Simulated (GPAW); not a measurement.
# BAs (Pm-3m) in GPAW: notebook

Aim: see how the results for BAs move with the level of theory and the settings. Levels: PBE, LDA. Tasks: relaxation of cell and atoms.

Program: GPAW 26.7.0. These are calculated values, not measurements. Logs are shortened: lines on timing, memory, paths and dates and some standing lists are left out, and cuts for length are marked. The log counts tension as positive stress, the text compression.

**1. The structure**

The structure is cubic, space group Pm-3m (No. 221). The conventional cell has a = 2.934 Å, b = 2.934 Å, c = 2.934 Å, α = 90.00°, β = 90.00°, γ = 90.00°. B (site symmetry m-3m) has 8 As at 2.54 Å as nearest neighbours. As (site symmetry m-3m) is surrounded by 8 B at 2.54 Å.

The cell was built by a generator and needn't be a form met in nature.

**2. Relaxation of cell and atoms, PBE, target pressure 30 GPa, at which the enthalpy is minimised**

Contents of run.py:

```python
from ase.filters import FrechetCellFilter
from ase.io import read, write
from ase.optimize import BFGS
from ase.units import GPa
from gpaw import GPAW, PW

atoms = read('POSCAR')

calc = GPAW(mode=PW(800),
            xc='PBE',
            kpts={'size': (9, 9, 9), 'gamma': True},
            occupations={'name': 'fermi-dirac', 'width': 0.05},
            nbands=11,
            convergence={'density': 1e-05, 'forces': 0.0001},
            maxiter=150,
            txt='gpaw.txt')
atoms.calc = calc
opt = BFGS(FrechetCellFilter(atoms, scalar_pressure=30 * GPa), trajectory='relax.traj', logfile='-')
done = opt.run(fmax=0.02, steps=60)
calc.write('gs.gpw')
write('result.traj', atoms)
print('Converged:', done)
print('Cell:', atoms.cell.cellpar().round(4))
print('Volume:', round(atoms.get_volume(), 4))
print(atoms.get_scaled_positions().round(5))
```

Contents of POSCAR:

```
BAs
1.0
    2.9343700000      0.0000000000      0.0000000000
    0.0000000000      2.9343700000      0.0000000000
    0.0000000000      0.0000000000      2.9343700000
B As
1 1
Direct
    0.5000000000      0.5000000000      0.5000000000
    0.0000000000      0.0000000000      0.0000000000
```

Potentials or basis: GPAW PAW data sets (gpaw-data 1.2.1), pw.

On the command line:

```sh
> OMP_NUM_THREADS=1 python run.py
```

gpaw.txt:

```text
__  _  _
 | _ |_)|_||  |
 |__||  | ||/\| - 26.7.0

Input parameters:
  mode=PW(ecut=800.0),
  convergence={'density': 1e-05, 'forces': 0.0001},
  kpts=MonkhorstPack(size=(9, 9, 9), gamma=True),
  maxiter=150,
  nbands=11,
  occupations=Occupations(name='fermi-dirac', width=0.05),
  xc=XC(name='PBE')

Diagonalizing LCAO Hamiltonian
Converting LCAO to pw mode
   .------.
  /|      |
 * |      |
 | | B    |
 | .------.
 |/      /
 As-----*

Atoms  # Å, Bohr magnetons
|   | symbol |        x |        y |        z |    initial magnetic moments |
|---|--------|----------|----------|----------|-----------------------------|
| 0 |      B | 1.467185 | 1.467185 | 1.467185 | ( 0.0000,  0.0000,  0.0000) |
| 1 |     As | 0.000000 | 0.000000 | 0.000000 | ( 0.0000,  0.0000,  0.0000) |

Unit cell  # Å
| periodic |        x |        y |        z |  lengths |    angles |
|----------|----------|----------|----------|----------|-----------|
|      yes | 2.934370 | 0.000000 | 0.000000 | 2.934370 | 90.000000 |
|      yes | 0.000000 | 2.934370 | 0.000000 | 2.934370 | 90.000000 |
|      yes | 0.000000 | 0.000000 | 2.934370 | 2.934370 | 90.000000 |

Number of symmetries: 48
Symmetry operations  # r_c * U_cc + t_c -> r_c
|    | kind |            matrix            |
|----|------|------------------------------|
|  0 |  E   |  1, 0, 0,  0, 1, 0,  0, 0, 1 |
|  1 |  σ   |  1, 0, 0,  0, 1, 0,  0, 0,-1 |
|  2 |  σ   |  1, 0, 0,  0, 0, 1,  0, 1, 0 |
|  3 |  C4  |  1, 0, 0,  0, 0, 1,  0,-1, 0 |
|  4 |  C4  |  1, 0, 0,  0, 0,-1,  0, 1, 0 |
|  5 |  σ   |  1, 0, 0,  0, 0,-1,  0,-1, 0 |
|  6 |  σ   |  1, 0, 0,  0,-1, 0,  0, 0, 1 |
|  7 |  C2  |  1, 0, 0,  0,-1, 0,  0, 0,-1 |
|  8 |  σ   |  0, 1, 0,  1, 0, 0,  0, 0, 1 |
[... 222 lines left out ...]
Stress tensor  # eV/Ang^3
|         x |         y |         z |
|-----------|-----------|-----------|
| -0.001957 |  0.000000 |  0.000000 |
|  0.000000 | -0.001957 |  0.000000 |
|  0.000000 |  0.000000 | -0.001957 |

Forces  # eV/Ang
|        x |       y |       z |
|----------|---------|---------|
|  0.00000 | 0.00000 | 0.00000 |  # B    0
| -0.00000 | 0.00000 | 0.00000 |  # As   1

Interpolating wave functions to new cell

           B

       As

Atoms  # Å, Bohr magnetons
|   | symbol |         x |        y |        z |    initial magnetic moments |
|---|--------|-----------|----------|----------|-----------------------------|
| 0 |      B |  1.442858 | 1.442858 | 1.442858 | ( 0.0000,  0.0000,  0.0000) |
| 1 |     As | -0.000000 | 0.000000 | 0.000000 | ( 0.0000,  0.0000,  0.0000) |

Unit cell  # Å
| periodic |         x |         y |        z |  lengths |    angles |
|----------|-----------|-----------|----------|----------|-----------|
|      yes |  2.885715 | -0.000000 | 0.000000 | 2.885715 | 90.000000 |
|      yes | -0.000000 |  2.885715 | 0.000000 | 2.885715 | 90.000000 |
|      yes |  0.000000 |  0.000000 | 2.885715 | 2.885715 | 90.000000 |

Number of symmetries: 48
Symmetry operations  # r_c * U_cc + t_c -> r_c
|    | kind |            matrix            |
|----|------|------------------------------|
|  0 |  E   |  1, 0, 0,  0, 1, 0,  0, 0, 1 |
|  1 |  σ   |  1, 0, 0,  0, 1, 0,  0, 0,-1 |
|  2 |  σ   |  1, 0, 0,  0, 0, 1,  0, 1, 0 |
|  3 |  C4  |  1, 0, 0,  0, 0, 1,  0,-1, 0 |
|  4 |  C4  |  1, 0, 0,  0, 0,-1,  0, 1, 0 |
|  5 |  σ   |  1, 0, 0,  0, 0,-1,  0,-1, 0 |
|  6 |  σ   |  1, 0, 0,  0,-1, 0,  0, 0, 1 |
|  7 |  C2  |  1, 0, 0,  0,-1, 0,  0, 0,-1 |
|  8 |  σ   |  0, 1, 0,  1, 0, 0,  0, 0, 1 |
[... 222 lines left out ...]
Stress tensor  # eV/Ang^3
|         x |         y |         z |
|-----------|-----------|-----------|
| -0.038054 | -0.000000 |  0.000000 |
| -0.000000 | -0.038054 |  0.000000 |
|  0.000000 |  0.000000 | -0.038054 |

Forces  # eV/Ang
|        x |        y |        z |
|----------|----------|----------|
| -0.00000 | -0.00000 |  0.00000 |  # B    0
| -0.00000 | -0.00000 | -0.00000 |  # As   1

Interpolating wave functions to new cell

           B

       As

Atoms  # Å, Bohr magnetons
|   | symbol |         x |         y |         z |    initial magnetic moments |
|---|--------|-----------|-----------|-----------|-----------------------------|
| 0 |      B |  1.366094 |  1.366094 |  1.366094 | ( 0.0000,  0.0000,  0.0000) |
| 1 |     As | -0.000000 | -0.000000 | -0.000000 | ( 0.0000,  0.0000,  0.0000) |

Unit cell  # Å
| periodic |        x |         y |        z |  lengths |    angles |
|----------|----------|-----------|----------|----------|-----------|
|      yes | 2.732189 | -0.000000 | 0.000000 | 2.732189 | 90.000000 |
|      yes | 0.000000 |  2.732189 | 0.000000 | 2.732189 | 90.000000 |
|      yes | 0.000000 | -0.000000 | 2.732189 | 2.732189 | 90.000000 |

Number of symmetries: 48
Symmetry operations  # r_c * U_cc + t_c -> r_c
|    | kind |            matrix            |
|----|------|------------------------------|
|  0 |  E   |  1, 0, 0,  0, 1, 0,  0, 0, 1 |
|  1 |  σ   |  1, 0, 0,  0, 1, 0,  0, 0,-1 |
|  2 |  σ   |  1, 0, 0,  0, 0, 1,  0, 1, 0 |
|  3 |  C4  |  1, 0, 0,  0, 0, 1,  0,-1, 0 |
|  4 |  C4  |  1, 0, 0,  0, 0,-1,  0, 1, 0 |
|  5 |  σ   |  1, 0, 0,  0, 0,-1,  0,-1, 0 |
|  6 |  σ   |  1, 0, 0,  0,-1, 0,  0, 0, 1 |
|  7 |  C2  |  1, 0, 0,  0,-1, 0,  0, 0,-1 |
|  8 |  σ   |  0, 1, 0,  1, 0, 0,  0, 0, 1 |
[... 172 lines left out ...]
SCF iterations
|iter     | |      energy | eigst |  dens |force |
|---------|-|-------------|-------|-------|------|
|iter:   1| |   -8.230447 | -0.17 |       |      |
|iter:   2| |   -8.184374 | -3.17 | -1.03 |      |
|iter:   3| |   -7.887356 | -2.38 | -1.06 |      |
|iter:   4| |   -7.873364 | -3.25 | -1.68 |      |
|iter:   5| |   -7.872706 | -4.54 | -2.40 |      |
|iter:   6| |   -7.872724c| -5.02 | -2.79 |      |
|iter:   7| |   -7.872724c| -8.33c| -4.02 |      |
|iter:   8| |   -7.872724c| -7.83c| -4.50 |      |
|iter:   9| |   -7.872724c| -8.87c| -5.78c|      |
|iter:  10| |   -7.872724c| -9.77c| -6.44c|-24.28c|

Converged in 10 steps
Energy contributions relative to reference atoms: (reference = -62172.463167)

Energy contributions:
  Kinetic:          29.695864
  Coulomb:         -22.486147
  Zero:             -0.015669
  External:          0.000000
  Xc:              -15.063850
  Entropy:          -0.005845
  Spinorbit:         0.000000
  ----------------------------
  Free energy:      -7.875646
  Extrapolated:     -7.872724
[... 22 lines left out ...]
Stress tensor  # eV/Ang^3
|         x |         y |         z |
|-----------|-----------|-----------|
| -0.228800 |  0.000000 |  0.000000 |
|  0.000000 | -0.228800 |  0.000000 |
|  0.000000 |  0.000000 | -0.228800 |

Forces  # eV/Ang
|       x |        y |        z |
|---------|----------|----------|
| 0.00000 | -0.00000 | -0.00000 |  # B    0
| 0.00000 | -0.00000 |  0.00000 |  # As   1

Interpolating wave functions to new cell

           B

       As

Atoms  # Å, Bohr magnetons
|   | symbol |         x |         y |        z |    initial magnetic moments |
|---|--------|-----------|-----------|----------|-----------------------------|
| 0 |      B |  1.380449 |  1.380449 | 1.380449 | ( 0.0000,  0.0000,  0.0000) |
| 1 |     As | -0.000000 | -0.000000 | 0.000000 | ( 0.0000,  0.0000,  0.0000) |

Unit cell  # Å
| periodic |         x |         y |         z |  lengths |    angles |
|----------|-----------|-----------|-----------|----------|-----------|
|      yes |  2.760898 | -0.000000 |  0.000000 | 2.760898 | 90.000000 |
|      yes |  0.000000 |  2.760898 | -0.000000 | 2.760898 | 90.000000 |
|      yes | -0.000000 | -0.000000 |  2.760898 | 2.760898 | 90.000000 |

Number of symmetries: 48
Symmetry operations  # r_c * U_cc + t_c -> r_c
|    | kind |            matrix            |
|----|------|------------------------------|
|  0 |  E   |  1, 0, 0,  0, 1, 0,  0, 0, 1 |
|  1 |  σ   |  1, 0, 0,  0, 1, 0,  0, 0,-1 |
|  2 |  σ   |  1, 0, 0,  0, 0, 1,  0, 1, 0 |
|  3 |  C4  |  1, 0, 0,  0, 0, 1,  0,-1, 0 |
|  4 |  C4  |  1, 0, 0,  0, 0,-1,  0, 1, 0 |
|  5 |  σ   |  1, 0, 0,  0, 0,-1,  0,-1, 0 |
|  6 |  σ   |  1, 0, 0,  0,-1, 0,  0, 0, 1 |
|  7 |  C2  |  1, 0, 0,  0,-1, 0,  0, 0,-1 |
|  8 |  σ   |  0, 1, 0,  1, 0, 0,  0, 0, 1 |
[... 221 lines left out ...]
Stress tensor  # eV/Ang^3
|         x |         y |         z |
|-----------|-----------|-----------|
| -0.181572 |  0.000000 |  0.000000 |
|  0.000000 | -0.181572 | -0.000000 |
|  0.000000 | -0.000000 | -0.181572 |

Forces  # eV/Ang
|        x |       y |        z |
|----------|---------|----------|
| -0.00000 | 0.00000 | -0.00000 |  # B    0
| -0.00000 | 0.00000 |  0.00000 |  # As   1

Interpolating wave functions to new cell

           B

       As

Atoms  # Å, Bohr magnetons
|   | symbol |         x |         y |        z |    initial magnetic moments |
|---|--------|-----------|-----------|----------|-----------------------------|
| 0 |      B |  1.378668 |  1.378668 | 1.378668 | ( 0.0000,  0.0000,  0.0000) |
| 1 |     As | -0.000000 | -0.000000 | 0.000000 | ( 0.0000,  0.0000,  0.0000) |

Unit cell  # Å
| periodic |         x |         y |         z |  lengths |    angles |
|----------|-----------|-----------|-----------|----------|-----------|
|      yes |  2.757337 | -0.000000 | -0.000000 | 2.757337 | 90.000000 |
|      yes |  0.000000 |  2.757337 | -0.000000 | 2.757337 | 90.000000 |
|      yes | -0.000000 | -0.000000 |  2.757337 | 2.757337 | 90.000000 |

Number of symmetries: 48
Symmetry operations  # r_c * U_cc + t_c -> r_c
|    | kind |            matrix            |
|----|------|------------------------------|
|  0 |  E   |  1, 0, 0,  0, 1, 0,  0, 0, 1 |
|  1 |  σ   |  1, 0, 0,  0, 1, 0,  0, 0,-1 |
|  2 |  σ   |  1, 0, 0,  0, 0, 1,  0, 1, 0 |
|  3 |  C4  |  1, 0, 0,  0, 0, 1,  0,-1, 0 |
|  4 |  C4  |  1, 0, 0,  0, 0,-1,  0, 1, 0 |
|  5 |  σ   |  1, 0, 0,  0, 0,-1,  0,-1, 0 |
|  6 |  σ   |  1, 0, 0,  0,-1, 0,  0, 0, 1 |
|  7 |  C2  |  1, 0, 0,  0,-1, 0,  0, 0,-1 |
|  8 |  σ   |  0, 1, 0,  1, 0, 0,  0, 0, 1 |
[... 172 lines left out ...]
SCF iterations
|iter     | |      energy | eigst |  dens |force |
|---------|-|-------------|-------|-------|------|
|iter:   1| |   -7.991194 | -3.41 |       |      |
|iter:   2| |   -7.991168 | -6.36 | -2.66 |      |
|iter:   3| |   -7.991008c| -5.63 | -2.69 |      |
|iter:   4| |   -7.990998c| -6.53 | -3.31 |      |
|iter:   5| |   -7.990998c| -7.76c| -4.01 |      |
|iter:   6| |   -7.990998c| -7.55c| -4.45 |      |
|iter:   7| |   -7.990998c| -8.29c| -5.58c|      |
|iter:   8| |   -7.990998c| -9.50c| -6.16c|-24.58c|

Converged in 8 steps
Energy contributions relative to reference atoms: (reference = -62172.463167)

Energy contributions:
  Kinetic:          26.468830
  Coulomb:         -20.045822
  Zero:             -0.013316
  External:          0.000000
  Xc:              -14.397520
  Entropy:          -0.006340
  Spinorbit:         0.000000
  ----------------------------
  Free energy:      -7.994168
  Extrapolated:     -7.990998
[... 22 lines left out ...]
Stress tensor  # eV/Ang^3
|         x |         y |         z |
|-----------|-----------|-----------|
| -0.187091 |  0.000000 |  0.000000 |
|  0.000000 | -0.187091 | -0.000000 |
|  0.000000 | -0.000000 | -0.187091 |

Forces  # eV/Ang
|        x |       y |       z |
|----------|---------|---------|
| -0.00000 | 0.00000 | 0.00000 |  # B    0
| -0.00000 | 0.00000 | 0.00000 |  # As   1

# Writing to gs.gpw (mode='')
```

Wall time 32 s (1 thread of Arm Neoverse V1, shared host); peak memory 0.19 GiB.

What came out:

```yaml
Free_energy: -7.9942 eV
Relaxed_volume: 10.48 Å³/atom
Relaxed_cell: a = 2.757 Å, b = 2.757 Å, c = 2.757 Å, α = 90.00°, β = 90.00°, γ = 90.00°
Space_group_after_relaxing_to_0.05_Å: Pm-3m (No. 221)
Energy_change_on_relaxing_the_enthalpy_is_what_falls: +172.2 meV/atom
Ionic_steps: 5
Pressure_after_relaxing: 30.0 GPa
Band_gap_on_the_k_mesh: none (metal or under the smearing width)
```

The path:
```csv
step,energy change (eV),largest force (eV/Å),pressure (GPa),volume (Å³)
1,0.0000,0.0000,0.31,25.27
2,0.0242,0.0000,6.10,24.03
3,0.4626,0.0000,36.66,20.40
4,0.3293,0.0000,29.09,21.05
5,0.3443,0.0000,29.98,20.96
```

Final structure:
```xyz
2
Lattice="2.7573 0.0000 0.0000 0.0000 2.7573 0.0000 0.0000 0.0000 2.7573" Properties=species:S:1:pos:R:3 pbc="T T T"
B     1.3787    1.3787    1.3787
As    0.0000    0.0000    0.0000
```

Caveat: later steps reuse the first step's grids; the volume moved by over 15 % at a fixed basis, so the end points are rough.

**3. Relaxation of cell and atoms, LDA**

Contents of run.py:

```python
from ase import Atoms
from ase.filters import FrechetCellFilter
from ase.io import write
from ase.optimize import BFGS
from gpaw import GPAW, PW

atoms = Atoms(['B', 'As'],
              cell=[[2.93437, 0.0, 0.0],
                    [0.0, 2.93437, 0.0],
                    [0.0, 0.0, 2.93437]],
              scaled_positions=[[0.5, 0.5, 0.5],
                                [0.0, 0.0, 0.0]],
              pbc=True)

calc = GPAW(mode=PW(800),
            xc='LDA',
            kpts={'size': (9, 9, 9), 'gamma': True},
            occupations={'name': 'fermi-dirac', 'width': 0.05},
            nbands=11,
            convergence={'density': 1e-05, 'forces': 0.0001},
            maxiter=150,
            txt='gpaw.txt')
atoms.calc = calc
opt = BFGS(FrechetCellFilter(atoms), trajectory='relax.traj', logfile='-')
done = opt.run(fmax=0.02, steps=60)
calc.write('gs.gpw')
write('result.traj', atoms)
print('Converged:', done)
print('Cell:', atoms.cell.cellpar().round(4))
print('Volume:', round(atoms.get_volume(), 4))
print(atoms.get_scaled_positions().round(5))
```

Potentials or basis: the program's PAW data sets (release 1.2.1) made for this functional, pw.

On the command line:

```sh
> OMP_NUM_THREADS=1 python run.py
```

Run time: 24 s. Hardware: 1 thread of Arm Neoverse V1, shared host; peak memory 0.2 GiB.

The run converged. Its results:

| Item | Value |
| --- | --- |
| Free energy | -9.8300 eV |
| Relaxed volume | 12.00 Å³/atom |
| Relaxed cell | a = 2.885 Å, b = 2.885 Å, c = 2.885 Å, α = 90.00°, β = 90.00°, γ = 90.00° |
| Space group after relaxing (to 0.05 Å) | Pm-3m (No. 221) |
| Energy gained by relaxing | 10.8 meV/atom |
| Ionic steps | 4 |
| Pressure after relaxing | 0.0 GPa |
| Band gap on the k mesh | none (metal or under the smearing width) |

The path:
| step | energy change (eV) | largest force (eV/Å) | pressure (GPa) | volume (Å³) |
| --- | --- | --- | --- | --- |
| 1 | 0.0000 | 0.0000 | -5.38 | 25.27 |
| 2 | -0.0069 | 0.0000 | -4.53 | 25.04 |
| 3 | -0.0215 | 0.0000 | 0.45 | 23.91 |
| 4 | -0.0217 | 0.0000 | -0.03 | 24.01 |

Final structure:
```
B As
1.0
     2.88478    0.00000    0.00000
     0.00000    2.88478    0.00000
     0.00000    0.00000    2.88478
B As
1 1
Direct
  0.50000 0.50000 0.50000
  0.00000 0.00000 0.00000
```

Levels at points of the mesh, in eV from the Fermi level:
```csv
k point,band 1,band 2,band 3,band 4,band 5,band 6,band 7,band 8
"(0.00, 0.00, 0.00)",-16.14,-0.82,-0.82,-0.82,0.32,5.81,5.81,9.78
```

Caveat: later steps reuse the first step's grids.
